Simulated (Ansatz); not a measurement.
Method: Ansatz, DFT, RPBE, plane waves (420 eV) with PAW, scalar-relativistic. (PAW data from PBE, frozen cores regenerated.)

An element in the simple cubic structure gives this curve. The cell is scaled uniformly from the relaxed one, with fractional coordinates and shape fixed. Energies are extrapolated to zero smearing, pressures are those at the given smearing. Magnetic state: spin not included.

```
V (Å³/atom)  E − E₀ (meV/atom)  P (GPa)
     18.089               62.1     9.27
     18.911               25.0     5.49
     19.733                5.5     2.42
     20.556                0.0    -0.03
     21.378                5.8    -2.00
     22.200               20.7    -3.57
     23.022               42.6    -4.81
```

Problem. Which element is it?
A. titanium
B. aluminium
C. tungsten
D. palladium

Solution. B. Its fit is V₀ = 20.51 Å³/atom, B₀ = 55 GPa, B₀′ = 4.5.
